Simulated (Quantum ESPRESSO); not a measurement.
A run of Quantum ESPRESSO 7.5:

Contents of pw.in:

```
&CONTROL
  calculation = 'scf'
  prefix = 'pwscf'
  outdir = './tmp'
  pseudo_dir = './pseudo'
  tprnfor = .true.
  tstress = .true.
  disk_io = 'nowf'
/
&SYSTEM
  ibrav = 0
  nat = 2
  ntyp = 1
  ecutwfc = 78
  nbnd = 21
  occupations = 'smearing'
  smearing = 'gaussian'
  degauss = 0.00073499
/
&ELECTRONS
  conv_thr = 4d-10
  electron_maxstep = 120
  mixing_beta = 0.5
/
ATOMIC_SPECIES
Ge    72.6300 Ge.upf
CELL_PARAMETERS angstrom
   0.0000000000    2.9163750000    2.8667100000
   2.9163750000    0.0000000000    2.8667100000
   2.9163750000    2.9163750000    0.0000000000
ATOMIC_POSITIONS crystal
Ge     0.0000000000    0.0000000000    0.0000000000
Ge     0.2500000000    0.2500000000    0.2500000000
K_POINTS automatic
10 10 10 0 0 0
```

Potentials or basis: PseudoDojo 0.4.1 SR PBE standard.

The run is started by

```bash
$ OMP_NUM_THREADS=1 pw.x -in pw.in > pw.out
```

Hardware: 1 thread of AMD EPYC 7571, on a shared host.

How long does it take, and how much memory?

Run time: 4.1 min on 1 thread of AMD EPYC 7571 (shared host), peak memory 0.17 GiB. Counts: scf iterations 9, k pools 1, bands 21, k points 102, g dense 30611.
